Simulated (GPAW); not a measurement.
Zn:

```
CELL_PARAMETERS angstrom
0.00000 1.96478 1.96478
1.96478 0.00000 1.96478
1.96478 1.96478 0.00000
ATOMIC_POSITIONS crystal
Zn 0.00000 0.00000 0.00000
```

This isn't the form of Zn at room conditions, which is hcp.

Base run:

| Property | Result |
| --- | --- |
| Program | GPAW 26.7.0 |
| Functional | PBEsol |
| Potentials or basis | PAW data sets generated in the run's folder for this functional |
| Cutoff | 600 eV |
| Basis | pw |
| k mesh | 12 × 12 × 12 |
| Occupations | fermi-dirac, width 0.05 eV |
| Spin | no spin polarisation |

Its results: pressure -5.4 GPa.

Q: The run is repeated on the same cell with these changes: functional from PBEsol to BLYP. What comes out?

A: Pressure 5.6 GPa.

BLYP binds less tightly than PBEsol, so the same cell stands under more pressure.

Not every run made on this cell is shown here.
